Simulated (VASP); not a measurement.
# PbSe (Fm-3m) in VASP: single point with r2SCAN

Aim: the single point of PbSe with r2SCAN.

All numbers are computed with VASP 6.6.1; they aren't measurements. Logs are shortened: lines on timing, memory, paths and dates and some standing lists are left out, and cuts for length are marked.

**Experimental background.**

From a printed reference work, monograph, for a bulk crystal of PbSe at 300 K: band gap 0.28 eV (direct).

The runs below are set against these values where they give the same quantity.

## Step 1: The cell of the first run

The structure is cubic, space group Fm-3m (No. 225). The conventional cell has a = 6.092 Å, b = 6.092 Å, c = 6.092 Å, α = 90.00°, β = 90.00°, γ = 90.00°. Within 4.0 Å of Pb (site symmetry m-3m) lie 6 Se at 3.05 Å. Within 4.0 Å of Se (site symmetry m-3m) lie 6 Pb at 3.05 Å.

## Step 2: Single point, r2SCAN

POSCAR

```
PbSe
1.0
    0.0000000000      3.0461007800      3.0461007800
    3.0461007800      0.0000000000      3.0461007800
    3.0461007800      3.0461007800      0.0000000000
Pb Se
1 1
Direct
    0.0000000000      0.0000000000      0.0000000000
    0.5000000000      0.5000000000      0.5000000000
```

INCAR.step1

```
SYSTEM = PbSe
PREC = Accurate
ENCUT = 520
ISMEAR = -1
SIGMA = 0.1418
LREAL = .False.
LASPH = .True.
NELM = 100
NBANDS = 17
GGA = PE
ALGO = Normal
EDIFF = 1E-4
LWAVE = .True.
LCHARG = .False.
```

INCAR.step2

```
SYSTEM = PbSe
PREC = Accurate
ENCUT = 520
EDIFF = 1E-7
ISMEAR = -1
SIGMA = 0.1418
LREAL = .False.
LASPH = .True.
NELM = 100
ALGO = Normal
ISIF = 2
LWAVE = .False.
LCHARG = .False.
METAGGA = R2SCAN
LMIXTAU = .True.
NBANDS = 17
ISTART = 1
```

KPOINTS

```
regular mesh
0
Gamma
  10 10 10
  0 0 0
```

Potentials or basis: VASP PAW PBE potentials, release 64 (Pb_d, Se).

Launch:

```bash
cat potpaw_PBE.64/Pb_d/POTCAR potpaw_PBE.64/Se/POTCAR > POTCAR
cp INCAR.step1 INCAR
mpirun -np 1 vasp_std > vasp.out
cp INCAR.step2 INCAR
mpirun -np 1 vasp_std > vasp.out
```

OUTCAR:

```text
SYSTEM = PbSe
   PREC = Accurate
   ENCUT = 520
   EDIFF = 1E-7
   ISMEAR = -1
   LREAL = .False.
   LASPH = .True.
   NELM = 100
   ISIF = 2
   METAGGA = R2SCAN
   ISTART = 1

 ion  position               nearest neighbor table
   1  0.000  0.000  0.000-   2 3.05   2 3.05   2 3.05   2 3.05   2 3.05   2 3.05
   2  0.500  0.500  0.500-   1 3.05   1 3.05   1 3.05   1 3.05   1 3.05   1 3.05

  LATTYP: Found a face centered cubic cell.
 ALAT       =     6.0922015600

  Lattice vectors:

 A1 = (   0.0000000000,   3.0461007800,   3.0461007800)
 A2 = (   3.0461007800,   0.0000000000,   3.0461007800)
 A3 = (   3.0461007800,   3.0461007800,   0.0000000000)

Analysis of symmetry for initial positions (statically):
=====================================================================
 Subroutine PRICEL returns:
 Original cell was already a primitive cell.

 Routine SETGRP: Setting up the symmetry group for a
 face centered cubic supercell.

 Subroutine GETGRP returns: Found 48 space group operations
 (whereof 48 operations were pure point group operations)
 out of a pool of 48 trial point group operations.

The static configuration has the point symmetry O_h .

Analysis of symmetry for dynamics (positions and initial velocities):
=====================================================================
 Subroutine PRICEL returns:
 Original cell was already a primitive cell.

 Routine SETGRP: Setting up the symmetry group for a
 face centered cubic supercell.

 Subroutine GETGRP returns: Found 48 space group operations
 (whereof 48 operations were pure point group operations)
 out of a pool of 48 trial point group operations.

The dynamic configuration has the point symmetry O_h .

 Subroutine INISYM returns: Found 48 space group operations
 (whereof 48 operations are pure point group operations),
 and found     1 'primitive' translations

----------------------------------------------------------------------------------------

                                     Primitive cell

  volume of cell :      56.5279

  direct lattice vectors                    reciprocal lattice vectors
     0.000000000  3.046100780  3.046100780    -0.164144274  0.164144274  0.164144274
     3.046100780  0.000000000  3.046100780     0.164144274 -0.164144274  0.164144274
     3.046100780  3.046100780  0.000000000     0.164144274  0.164144274 -0.164144274

  length of vectors
     4.307837035  4.307837035  4.307837035     0.284306222  0.284306222  0.284306222

  position of ions in fractional coordinates (direct lattice)
     0.000000000  0.000000000  0.000000000
     0.500000000  0.500000000  0.500000000

  ion indices of the primitive-cell ions
   primitive index   ion index
                 1           1
                 2           2

----------------------------------------------------------------------------------------

 KPOINTS: regular mesh

Automatic generation of k-mesh.
 Grid dimensions read from file:
 generate k-points for:   10   10   10

 Generating k-lattice:

  Cartesian coordinates                     Fractional coordinates (reciprocal lattice)
    -0.016414427  0.016414427  0.016414427     0.100000000  0.000000000  0.000000000
     0.016414427 -0.016414427  0.016414427     0.000000000  0.100000000  0.000000000
     0.016414427  0.016414427 -0.016414427     0.000000000  0.000000000  0.100000000

  Length of vectors
     0.028430622  0.028430622  0.028430622

  Shift w.r.t. Gamma in fractional coordinates (k-lattice)
     0.000000000  0.000000000  0.000000000

 Subroutine IBZKPT returns following result:
 ===========================================

 Found     47 irreducible k-points:

 Following reciprocal coordinates:
            Coordinates               Weight
  0.000000  0.000000  0.000000      1.000000
  0.100000  0.000000  0.000000      8.000000
  0.200000  0.000000  0.000000      8.000000
  0.300000  0.000000  0.000000      8.000000
  0.400000  0.000000  0.000000      8.000000
  0.500000  0.000000  0.000000      4.000000
[... 16 lines left out ...]
  0.300000  0.300000  0.000000      6.000000
  0.400000  0.300000  0.000000     24.000000
 [... further k-points ...]
   k-points           NKPTS =     47   k-points in BZ     NKDIM =     47   number of bands    NBANDS=     17
   number of dos      NEDOS =    301   number of ions     NIONS =      2
   total plane-waves  NPLWV =  32768
   dimension x,y,z NGX =    32 NGY =   32 NGZ =   32
   dimension x,y,z NGXF=    64 NGYF=   64 NGZF=   64
   ions per type =               1   1
   NGX,Y,Z   is equivalent  to a cutoff of  12.35, 12.35, 12.35 a.u.
   NGXF,Y,Z  is equivalent  to a cutoff of  24.70, 24.70, 24.70 a.u.
 SYSTEM =  PbSe
   PREC   = accura    normal or accurate (medium, high low for compatibility)
   ISTART =      1    job   : 0-new  1-cont  2-samecut
   ICHARG =      0    charge: 1-file 2-atom 10-const
   ISPIN  =      1    spin polarized calculation?
   LNONCOLLINEAR =      F non collinear calculations
   LSORBIT =      F    spin-orbit coupling
   LASPH  =      T    aspherical Exc in radial PAW
   ENCUT  =  520.0 eV  38.22 Ry    6.18 a.u.   8.01  8.01  8.01*2*pi/ulx,y,z
   NELM   =    100;   NELMIN=  2; NELMDL=  0     # of ELM steps
   EDIFF  = 0.1E-06   stopping-criterion for ELM
   LREAL  =      F    real-space projection
   EDIFFG = 0.1E-05   stopping-criterion for IOM
   NSW    =      0    number of steps for IOM
   IBRION =     -1    ionic relax: 0-MD 1-quasi-New 2-CG
   NFREE  =      0    steps in history (QN), initial steepest desc. (CG)
   ISIF   =      2    stress and relaxation
   ISYM   =      2    0-nonsym 1-usesym 2-fastsym
   POTIM  = 0.5000    time-step for ionic-motion
   TEBEG  =    0.0;   TEEND  =   0.0 temperature during run
   PSTRESS=    0.0 pullay stress
   NELECT =      20.0000    total number of electrons
   NUPDOWN=      -1.0000    fix difference up-down
   EMIN   =  10.00;   EMAX   =-10.00  energy-range for DOS
   EFERMI =   0.00;   METHOD = LEGACY
   ISMEAR =    -1;   SIGMA  =   0.14  broadening in eV -4-tet -1-fermi 0-gaus
   EFERMI_NEDOS =   21; number of points for ismear=-14 and -15
   IALGO  =     38    algorithm
   IMIX   =      4    mixing-type and parameters
     AMIX     =   0.40;   BMIX     =  1.00
     AMIX_MAG =   1.60;   BMIX_MAG =  1.00
  volume/ion in A,a.u.               =      28.26       190.73
  Fermi-wavevector in a.u.,A,eV,Ry     =   1.157881  2.188078 18.241171  1.340688
  Thomas-Fermi vector in A             =   2.294488
   LORBIT       =      0    0 simple, 1 ext, 2 COOP (PROOUT), +10 PAW based schemes
   METAGGA = R2SCAN    functional components
   LHFCALC =     F    Hartree Fock is set to
   AEXX    =    0.0000 exact exchange contribution
   IVDW    =     0    specifies the selected vdW correction
   LEPSILON=     F    determine dielectric tensor
   LRPA    =     F    only Hartree local field effects (RPA)
 non-spin polarized calculation
  energy-cutoff  :      520.00
  volume of cell :       56.53
 maximum number of plane-waves:      1540
   NGX = 17   NGY = 17   NGZ = 17

 number of electron      20.0000004 magnetization

 Free energy of the ion-electron system (eV)
  ---------------------------------------------------
  ext. energy  EPLUGINS =         0.00000000
  ---------------------------------------------------
  free energy    TOTEN  =       -71.92143549 eV

  energy without entropy =      -71.91909953  energy(sigma->0) =      -71.92026751

 E-fermi :   5.4086     XC(G=0): -10.1398

 val. band max:        5.1194240040   @ k =   0.5000   0.0000   0.0000
 cond. band min:       5.6472731058   @ k =   0.5000   0.0000   0.0000
 fundamental gap:      0.5278491018
 Fermi energy:         5.4086114071

 k-point     1 :       0.0000    0.0000    0.0000
  band No.  band energies     occupation
      1     -12.3922      2.00000
      2     -12.3922      2.00000
      3     -12.3922      2.00000
      4     -12.3900      2.00000
      5     -12.3900      2.00000
      6      -9.1805      2.00000
[... 9 lines left out ...]
     16      12.0234      0.00000
     17      13.6920      0.00000

 k-point     2 :       0.1000    0.0000    0.0000
  band No.  band energies     occupation
      1     -12.3933      2.00000
      2     -12.3933      2.00000
      3     -12.3918      2.00000
      4     -12.3884      2.00000
      5     -12.3884      2.00000
      6      -9.0994      2.00000
[... 9 lines left out ...]
     16      12.2623      0.00000
     17      14.5736      0.00000

 k-point     3 :       0.2000    0.0000    0.0000
  band No.  band energies     occupation
      1     -12.4003      2.00000
      2     -12.4003      2.00000
      3     -12.3910      2.00000
      4     -12.3799      2.00000
      5     -12.3799      2.00000
      6      -8.8683      2.00000
[... 9 lines left out ...]
     16      12.8640      0.00000
     17      16.1364      0.00000

 k-point     4 :       0.3000    0.0000    0.0000
  band No.  band energies     occupation
      1     -12.4091      2.00000
      2     -12.4091      2.00000
      3     -12.3901      2.00000
      4     -12.3691      2.00000
      5     -12.3691      2.00000
      6      -8.5321      2.00000
[... 9 lines left out ...]
     16      13.7768      0.00000
     17      17.5841      0.00000
[... 343 lines left out ...]
      1     -12.4171      2.00000
      2     -12.4085      2.00000
      3     -12.3870      2.00000
      4     -12.3749      2.00000
      5     -12.3681      2.00000
      6      -8.4074      2.00000
[... 9 lines left out ...]
     16      15.2477      0.00000
     17      15.8029      0.00000

 k-point    23 :       0.3000    0.3000    0.0000
  band No.  band energies     occupation
      1     -12.4738      2.00000
      2     -12.4046      2.00000
      3     -12.3769      2.00000
      4     -12.3620      2.00000
      5     -12.3620      2.00000
      6      -8.2784      2.00000
[... 9 lines left out ...]
     16      15.6800      0.00000
     17      16.2266      0.00000

 k-point    24 :       0.4000    0.3000    0.0000
  band No.  band energies     occupation
      1     -12.4943      2.00000
      2     -12.4046      2.00000
      3     -12.3787      2.00000
      4     -12.3570      2.00000
      5     -12.3542      2.00000
      6      -8.0093      2.00000
[... 9 lines left out ...]
     16      16.4198      0.00000
     17      17.1562      0.00000

 [... further k-points ...]
[... 5 lines left out ...]
  --------------------------------------------------------------------------------------
  -------------------------------------------------------------------------------------
  Total        0.8345880      0.8345880      0.8345880      0.0000000      0.0000000      0.0000000
  in kB       23.6548342     23.6548342     23.6548342      0.0000000      0.0000000      0.0000000
  external PRESSURE =      23.6548342 kB  Pullay stress =       0.0000000 kB

 VOLUME and BASIS-vectors are now :
 -----------------------------------------------------------------------------
  energy-cutoff  :      520.00
  volume of cell :       56.53
      direct lattice vectors                 reciprocal lattice vectors
     0.000000000  3.046100780  3.046100780    -0.164144274  0.164144274  0.164144274
     3.046100780  0.000000000  3.046100780     0.164144274 -0.164144274  0.164144274
     3.046100780  3.046100780  0.000000000     0.164144274  0.164144274 -0.164144274

 POSITION                                       TOTAL-FORCE (eV/Angst)
 -----------------------------------------------------------------------------------
      0.00000      0.00000      0.00000         0.000000      0.000000     -0.000000
      3.04610      3.04610      3.04610        -0.000000     -0.000000      0.000000
 -----------------------------------------------------------------------------------
    total drift:                                0.000000     -0.000000     -0.000000

  FREE ENERGIE OF THE ION-ELECTRON SYSTEM (eV)
  ---------------------------------------------------
  free  energy   TOTEN  =       -71.9214354927 eV

  energy  without entropy=      -71.9190995265  energy(sigma->0) =      -71.92026751
```

Run time: 2.4 min. Hardware: 1 thread of AMD EPYC 7R43 (Zen 3), shared host; peak memory 0.18 GiB.

Results:

```
Free energy            : -71.9214 eV
Pressure               : 2.4 GPa
Band gap on the k mesh : 0.53 eV, direct
```

Caveat: the PAW data sets were made with another functional, which shifts forces and pressure a little; spin-orbit coupling is left out, which moves the levels of the heavy elements.

## Step 3: Comparison with measurements

Step 2. Against the measured gap of PbSe, 0.28 eV (direct; 300 K; a printed reference work, monograph), the calculated 0.53 eV is off by +0.25 eV. 2 values of this kind are on record (0.15 to 0.28 eV); this one was drawn at random. Spin-orbit coupling on Pb, Se is left out. The value is that of r2SCAN on a finite k mesh, which can miss the band edges, without temperature or zero-point motion.
